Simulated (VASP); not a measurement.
SrCl2:

```xyz
3
Lattice="0.0000 3.4884 3.4884 3.4884 0.0000 3.4884 3.4884 3.4884 0.0000" Properties=species:S:1:pos:R:3 pbc="T T T"
Sr    0.0000    0.0000    0.0000
Cl    1.7442    1.7442    1.7442
Cl    5.2325    5.2325    5.2325
```

```yaml
Program: VASP 6.6.1
Task: relaxation of cell and atoms
Functional: PBEsol
Potentials_or_basis: VASP PAW PBE potentials, release 64 (Sr_sv, Cl)
Cutoff: 600 eV
k_mesh: 8 × 8 × 8
Occupations: gaussian, width 0.03 eV
Spin: no spin polarisation
```

At the start: pressure -0.9 GPa; volume 28.30 Å³/atom.

**Question.** How do energy, volume and symmetry change on relaxing?

**Answer.** Over 3 steps the energy falls by 2.0 meV/atom and the volume is 27.60 Å³/atom (-2.5 %); space group Fm-3m (No. 225, to 0.05 Å).

Step by step:
```
step  energy change (eV)  largest force (eV/Å)  pressure (GPa)  volume (Å³)
   1              0.0000                0.0000           -0.90        84.90
   2             -0.0060                0.0000           -0.07        82.95
   3             -0.0060                0.0000            0.00        82.80
```

Final structure:
```
Sr Cl
1.0
     0.00000    3.45933    3.45933
     3.45933    0.00000    3.45933
     3.45933    3.45933    0.00000
Sr Cl
1 2
Cartesian
  0.0000 0.0000 0.0000
  1.7297 1.7297 1.7297
  5.1890 5.1890 5.1890
```

Caveat: the PAW data sets were made with another functional, which shifts forces and pressure a little.
